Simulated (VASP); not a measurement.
# Fe: relaxation of cell and atoms with PBEsol

Crystal: Fe.

```
Fe
1.0
     2.77854    0.00000    0.00000
    -1.38927    2.40628    0.00000
     0.00000    0.00000    7.56756
Fe
4
Direct
  0.00000 0.00000 0.25000
  0.00000 0.00000 0.75000
  0.33333 0.66667 0.75000
  0.66667 0.33333 0.25000
```

The cell was built by a generator and needn't be a form met in nature.

```yaml
Program: VASP 6.6.1
Task: relaxation of cell and atoms
Functional: PBEsol
Potentials_or_basis: VASP PAW PBE potentials, release 64 (Fe)
Cutoff: 600 eV
k_mesh: 9 × 9 × 2
Occupations: gaussian, width 0.1 eV
Spin: no spin polarisation
Dipole_correction: no
Further_INCAR_settings: ALGO = Normal; EDIFF = 1e-07; IBRION = 2; EDIFFG = -0.04; NSW = 90; ISIF = 3
```

```
Relaxed volume                         : 12.19 Å³/atom
Relaxed cell                           : a = 3.658 Å, b = 3.658 Å, c = 4.209 Å, α = 90.00°, β = 90.00°, γ = 120.00°
Space group after relaxing (to 0.05 Å) : P6_3/mmc (No. 194)
Energy gained by relaxing              : 4651.3 meV/atom
Ionic steps                            : 17
Pressure after relaxing                : -0.3 GPa
```

Stress tensor (GPa, compression positive):
```
-0.15  0.00  0.00
 0.00 -0.15  0.00
 0.00  0.00 -0.48
```

Step by step:
| step | energy change (eV) | largest force (eV/Å) | pressure (GPa) | volume (Å³) |
| --- | --- | --- | --- | --- |
| 1 | 0.0000 | 0.0000 | 139.55 | 50.60 |
| 2 | -0.1762 | 0.0000 | -27.89 | 162.08 |
| 3 | -12.2894 | 0.0000 | -16.10 | 91.56 |
| 4 | -12.8997 | 0.0000 | -11.58 | 85.29 |
| 5 | -13.1404 | 0.0000 | -0.90 | 77.19 |
| 6 | -13.1607 | 0.0000 | -4.06 | 79.08 |
| 7 | -13.1601 | 0.0000 | -3.06 | 78.45 |
| 8 | -13.5000 | 0.0000 | -4.17 | 74.42 |
| 9 | -15.0895 | 0.0000 | -7.59 | 64.02 |
| 10 | -18.0074 | 0.0000 | 36.05 | 42.72 |
| 11 | -17.7646 | 0.0000 | -2.86 | 51.89 |
| 12 | -18.3369 | 0.0000 | 9.50 | 47.31 |
| 13 | -18.3644 | 0.0000 | 13.39 | 46.39 |
| 14 | -18.5094 | 0.0000 | 11.81 | 46.34 |
| 15 | -18.5212 | 0.0000 | 11.67 | 46.29 |
| 16 | -18.5929 | 0.0000 | 4.25 | 47.75 |
| 17 | -18.6052 | 0.0000 | -0.26 | 48.77 |

Final structure:
```
Fe
1.0
     3.65784    0.00000    0.00000
    -1.82892    3.16778    0.00000
     0.00000    0.00000    4.20881
Fe
4
Cartesian
  0.0000 0.0000 1.0522
  0.0000 0.0000 3.1566
  0.0000 2.1119 3.1566
  1.8289 1.0559 1.0522
```

Levels at points of the mesh, in eV from the Fermi level:
```
           k point  band 13  band 14  band 15  band 16  band 17  band 18  band 19  band 20
(0.00, 0.00, 0.00)    -1.44    -1.25    -1.25    -0.55    -0.10     0.24     0.51     0.51
(0.00, 0.00, 0.50)    -1.06    -1.06    -1.06    -1.06    -0.16    -0.16    -0.05    -0.05
```

Wall time 6.6 min on 1 thread of Intel(R) Xeon(R) 6975P-C (Granite Rapids) (shared host), peak memory 0.18 GiB.

Caveat: the k mesh is coarse (spacing up to 0.42 Å⁻¹), so the values aren't converged; the bands computed are all filled at some k points, so no gap is given; the PAW data sets were made with another functional, which shifts forces and pressure a little; the run has no spin polarisation, though such a crystal can be magnetic. Spin polarisation is off, so any magnetic state and its effect on volume and gap are missing.
